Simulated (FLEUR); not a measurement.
# Fe (Im-3m) in FLEUR: notebook

The runs below take Fe through single point, with PBEsol.

All numbers are computed with FLEUR MaX-R8.1 (later development tree); they aren't measurements. Logs are shortened: lines on timing, memory, paths and dates and some standing lists are left out, and cuts for length are marked.

### 1 The crystal as given

It takes space group Im-3m (No. 229, cubic). The conventional cell has a = 2.886 Å, b = 2.886 Å, c = 2.886 Å, α = 90.00°, β = 90.00°, γ = 90.00°. Fe (site symmetry m-3m) is surrounded by 8 Fe at 2.50 Å.

### 2 Single point, PBEsol, collinear spin, ferromagnetic start

inp.xml

```xml
<?xml version="1.0" encoding="UTF-8" standalone="no"?>
<fleurInput fleurInputVersion="0.39">
   <comment>
      Fe                                                                                                  
   </comment>
   <calculationSetup>
      <cutoffs Kmax="4.58" Gmax="14.2" GmaxXC="14.2" numbands="0"/>
      <scfLoop itmax="60" minDistance="0.00001" maxIterBroyd="15" imix="Anderson" alpha="0.05" precondParam="0.0" spinf="2.0" sdNocoIR="T"/>
      <coreElectrons ctail="T" frcor="F" kcrel="0" coretail_lmax="0"/>
      <xcFunctional name="PBEs" relativisticCorrections="F"/>
      <magnetism jspins="2"/>
      <soc l_soc="F" theta="0.0" phi="0.0" spav="F"/>
      <expertModes spex="0" secvar="F"/>
      <geometryOptimization l_f="T" forcealpha="1.0" forcemix="BFGS" epsdisp="0.0005" epsforce="0.0002"/>
      <ldaU l_linMix="F" mixParam="0.05" spinf="1.0"/>
   </calculationSetup>
   <cell>
      <bzIntegration valenceElectrons="16.0" mode="hist" fermiSmearingEnergy="0.00183747">
         <kPointListSelection listName="default-1"/>
         <!-- k-points included here -->
         <xi:include xmlns:xi="http://www.w3.org/2001/XInclude" href="kpts.xml"> </xi:include>
      </bzIntegration>
      <!-- symmetry operations included here -->
      <xi:include xmlns:xi="http://www.w3.org/2001/XInclude" href="sym.xml"> </xi:include>
      <bulkLattice scale="1.0">
         <bravaisMatrix>
            <row-1>   -2.7268747977977998     2.7268747977977998     2.7268747977977998</row-1>
            <row-2>    2.7268747977977998    -2.7268747977977998     2.7268747977977998</row-2>
            <row-3>    2.7268747977977998     2.7268747977977998    -2.7268747977977998</row-3>
         </bravaisMatrix>
      </bulkLattice>
   </cell>
   <atomSpecies>
      <species name="Iron (Fe) 3.000" element="Fe" atomicNumber="26">
         <mtSphere radius="2.14" gridPoints="725" logIncrement="0.017"/>
         <atomicCutoffs lmax="9" lnonsphr="9"/>
         <electronConfig flipSpins="F">
            <coreConfig>(1s1/2) (2s1/2) (2p1/2) (2p3/2)</coreConfig>
            <valenceConfig>(3s1/2) (3p1/2) (3p3/2) (4s1/2) (3d3/2) (3d5/2)</valenceConfig>
            <stateOccupation state="(3d3/2)" spinUp="1.5" spinDown="0.9"/>
            <stateOccupation state="(3d5/2)" spinUp="3.0" spinDown="0.6"/>
         </electronConfig>
         <energyParameters s="4" p="4" d="3" f="4"/>
         <lo type="SCLO" l="0" n="3" eDeriv="0"/>
         <lo type="SCLO" l="1" n="3" eDeriv="0"/>
         <lo type="SCLO" l="1" n="3" eDeriv="1"/>
         <lo type="SCLO" l="2" n="3" eDeriv="2"/>
         <lo type="SCLO" l="3" n="4" eDeriv="2"/>
      </species>
   </atomSpecies>
   <atomGroups>
      <atomGroup species="Iron (Fe) 3.000">
         <relPos label="                   1">.0000000000 .0000000000 .0000000000</relPos>
         <force calculate="T" relaxXYZ="TTT"/>
      </atomGroup>
   </atomGroups>
   <output dos="F" band="F" slice="F">
      <checks vchk="F" cdinf="F"/>
      <bandDOS minEnergy="-.5*Htr" maxEnergy="0.5*Htr" sigma="0.015" storeEVData="T"/>
      <vacuumDOS vacdos="F" integ="F" star="F" nstars="0" locx1="0.0" locy1="0.0" locx2="0.0" locy2="0.0" nstm="0" tworkf="0.0"/>
      <unfoldingBand unfoldBand="F" supercellX="1" supercellY="1" supercellZ="1"/>
      <plotting iplot="0" polar="F">
         <plot TwoD="T" vec1="  1.0  0.0  0.0" vec2="  0.0  1.0  0.0" vec3="  0.0  0.0  1.0" zero="  0.0  0.0  0.0" file="plot"/>
      </plotting>
      <chargeDensitySlicing numkpt="0" minEigenval="0.0" maxEigenval="0.0" nnne="0" pallst="F"/>
      <specialOutput eonly="F"/>
      <moessbauerParams electricFieldGradient="T" isomerShift="T" coreHyperfine="T" valenceHyperfine="T"/>
      <magneticCircularDichroism mcd="F" energyLo="-10.0" energyUp="0.0"/>
   </output>
  <!-- We include the file relax.xml here to enable relaxations (see documentation) -->
  <xi:include xmlns:xi="http://www.w3.org/2001/XInclude" href="relax.xml"> <xi:fallback/> </xi:include>
</fleurInput>
```

crystal.txt

```
Fe
&input cartesian=F /
-1.4430000000  1.4430000000  1.4430000000
1.4430000000  -1.4430000000  1.4430000000
1.4430000000  1.4430000000  -1.4430000000
1.8897261246
1.0 1.0 1.0

1
26 0.0000000000  0.0000000000  0.0000000000 : 3.000

&kpt div1=13 div2=13 div3=13 gamma=T /
```

Potentials or basis: all-electron, FLAPW.

Started as:

```console
inpgen -f crystal.txt -profile fastHighL
# inp.xml edited to the form shown
fleur_MPI
```

Output:

```text
Welcome to FLEUR        (www.flapw.de)
      MaX-Release 8.1          (www.max-centre.eu)

 ========== k-point set info ==========
 Selected k-point list: default-1
 k-point list type: mesh
 13 x 13 x 13
 Number of k points: 84

 ------------Calculation Setup---------------------------
 Number of MPI-tasks      :            1
 Number of PE/node        :            1
 Number of OMP-threads    :            1
 Most efficient MPI parallelization for:
           1           2           3           4           6           7          12          14          21          28          42          84
 Additional eigenvalue parallelization possible
 Number of basis functions:          176
 Approximate size of matrices (H+S) per k-point:         0.000 GB
 --------------------------------------------------------
 Iteration:     1   Distance:      10.75196206 me/bohr^3
 Iteration:     2   Distance:       9.95835983 me/bohr^3
 Iteration:     3   Distance:       6.25036168 me/bohr^3
 Iteration:     4   Distance:       6.13012738 me/bohr^3
 Iteration:     5   Distance:       2.84331337 me/bohr^3
 Iteration:     6   Distance:       3.59998988 me/bohr^3
 Iteration:     7   Distance:       1.96112551 me/bohr^3
 Iteration:     8   Distance:       1.59798269 me/bohr^3
 Iteration:     9   Distance:       0.08628547 me/bohr^3
 Iteration:    10   Distance:       0.09796661 me/bohr^3
 Iteration:    11   Distance:       0.15222030 me/bohr^3
 Iteration:    12   Distance:       0.08349871 me/bohr^3
 Iteration:    13   Distance:       0.04320133 me/bohr^3
 Iteration:    14   Distance:       0.00133992 me/bohr^3
 Iteration:    15   Distance:       0.00313990 me/bohr^3
 Iteration:    16   Distance:       0.00302402 me/bohr^3
 Iteration:    17   Distance:       0.00174159 me/bohr^3
 Iteration:    18   Distance:       0.00059379 me/bohr^3
 Iteration:    19   Distance:       0.00011064 me/bohr^3
 Iteration:    20   Distance:       0.00009855 me/bohr^3
 Iteration:    21   Distance:       0.00001378 me/bohr^3
 Iteration:    22   Distance:       0.00000203 me/bohr^3

 ********************************************************************
 Run finished successfully
 Stop message:
   Structural relaxation: Done
 ********************************************************************
```

Wall time 1.7 min (1 thread of AMD EPYC 7R43 (Zen 3), shared host); peak memory 0.06 GiB.

Results:

* Free energy: -34603.1284 eV
* Band gap on the k mesh: none (metal or under the smearing width)
* Net moment: 2.26 μB per cell
* Site moments: Fe +2.31 μB
* Valence electrons inside the program's atomic spheres: Fe 14.42 (radii Fe 2.14 bohr)

Core levels (eV from the Fermi level):
```csv
atom,levels
1 Fe,"1s1/2 -6982.9, 2s1/2 -811.9, 2p1/2 -699.3, 2p3/2 -686.8"
```

### 3 Single point, PBEsol, collinear spin, ferromagnetic start (cell strained at random at fixed volume)

Changes to inp.xml since step 2:

```diff
@@ -26,5 +26,5 @@
          <bravaisMatrix>
-            <row-1>   -2.7268747977977998     2.7268747977977998     2.7268747977977998</row-1>
-            <row-2>    2.7268747977977998    -2.7268747977977998     2.7268747977977998</row-2>
-            <row-3>    2.7268747977977998     2.7268747977977998    -2.7268747977977998</row-3>
+            <row-1>   -2.7996916145570117     2.7103170174940545     2.7571274233265211</row-1>
+            <row-2>    2.7732241104558639    -2.7041300541621140     2.7244729558934333</row-2>
+            <row-3>    2.7467887316988344     2.6512252815778128    -2.7509404599945810</row-3>
          </bravaisMatrix>
@@ -34,3 +34,3 @@
       <species name="Iron (Fe) 3.000" element="Fe" atomicNumber="26">
-         <mtSphere radius="2.14" gridPoints="725" logIncrement="0.017"/>
+         <mtSphere radius="2.14" gridPoints="717" logIncrement="0.017"/>
          <atomicCutoffs lmax="9" lnonsphr="9"/>
```

crystal.txt

```
Fe
&input cartesian=F /
-1.4815330000  1.4342380000  1.4590090000
1.4675270000  -1.4309640000  1.4417290000
1.4535380000  1.4029680000  -1.4557350000
1.8897261246
1.0 1.0 1.0

1
26 -0.0127860000  -0.0069470000  -0.0146850000 : 3.000

&kpt div1=13 div2=13 div3=13 gamma=T /
```

Potentials or basis: all-electron, FLAPW.

Started as:

```console
inpgen -f crystal.txt -profile fastHighL
# inp.xml edited to the form shown
fleur_MPI
```

Output:

```text
Welcome to FLEUR        (www.flapw.de)
      MaX-Release 8.1          (www.max-centre.eu)

 ========== k-point set info ==========
 Selected k-point list: default-1
 k-point list type: mesh
 13 x 13 x 13
 Number of k points: 1099

 ------------Calculation Setup---------------------------
 Number of MPI-tasks      :            1
 Number of PE/node        :            1
 Number of OMP-threads    :            1
 Most efficient MPI parallelization for:
           1           7         157        1099
 Additional eigenvalue parallelization possible
 Number of basis functions:          177
 Approximate size of matrices (H+S) per k-point:         0.000 GB
 --------------------------------------------------------
 Iteration:     1   Distance:      10.86923650 me/bohr^3
 Iteration:     2   Distance:      10.05098195 me/bohr^3
 Iteration:     3   Distance:       6.42038704 me/bohr^3
 Iteration:     4   Distance:       4.38657630 me/bohr^3
 Iteration:     5   Distance:       2.68665115 me/bohr^3
 Iteration:     6   Distance:       1.94921289 me/bohr^3
 Iteration:     7   Distance:       1.16962050 me/bohr^3
 Iteration:     8   Distance:       1.16204371 me/bohr^3
 Iteration:     9   Distance:       0.42576150 me/bohr^3
 Iteration:    10   Distance:       0.35249436 me/bohr^3
[... 4 lines left out ...]
 Iteration:    15   Distance:       0.00324611 me/bohr^3
 Iteration:    16   Distance:       0.00310985 me/bohr^3
 Iteration:    17   Distance:       0.00182085 me/bohr^3
 Iteration:    18   Distance:       0.00112515 me/bohr^3
 Iteration:    19   Distance:       0.00048992 me/bohr^3
 Iteration:    20   Distance:       0.00019795 me/bohr^3
 Iteration:    21   Distance:       0.00020184 me/bohr^3
 Iteration:    22   Distance:       0.00005146 me/bohr^3
 Iteration:    23   Distance:       0.00001477 me/bohr^3
 Iteration:    24   Distance:       0.00000514 me/bohr^3

 ********************************************************************
 Run finished successfully
 Stop message:
   Structural relaxation: Done
 ********************************************************************
```

out.xml (last iteration):

```text
<iteration numberForCurrentRun="   25" overallNumber="   25">
         <energyParameters units="Htr">
            <atomicEP atomType="1" spin="1" branch="4s" branchLowest="-2.83" branchHighest="2.37" value="0.2111262734"/>
            <atomicEP atomType="1" spin="1" branch="4p" branchLowest="-1.56" branchHighest="2.99" value="0.3402297658"/>
            <atomicEP atomType="1" spin="1" branch="3d" branchLowest="-9.99" branchHighest="0.48" value="0.2983144605"/>
[... 102 lines left out ...]
            <freeEnergy value="-1271.6414081692"/>
            <extrapolationTo0K value="-1271.6412206557"/>
         </totalEnergy>
         <totalForcesOnRepresentativeAtoms units="Htr/bohr">
            <forceTotal atomType="1" x="0.000000" y="0.000000" z="0.000000" F_x="0.00000000" F_y="0.00000000" F_z="0.00000000"/>
         </totalForcesOnRepresentativeAtoms>
      </iteration>
```

It took 39 min on 1 thread of AMD EPYC 7R43 (Zen 3), shared host; peak memory 0.11 GiB.

What came out:

| Property | Result |
| --- | --- |
| Free energy | -34603.1255 eV |
| Band gap on the k mesh | none (metal or under the smearing width) |
| Net moment | 2.27 μB per cell |
| Site moments | Fe +2.32 μB |
| Valence electrons inside the program's atomic spheres | Fe 14.42 (radii Fe 2.14 bohr) |

Core levels (eV from the Fermi level):
| atom | levels |
| --- | --- |
| 1 Fe | 1s1/2 -6982.9, 2s1/2 -811.9, 2p1/2 -699.3, 2p3/2 -686.8 |
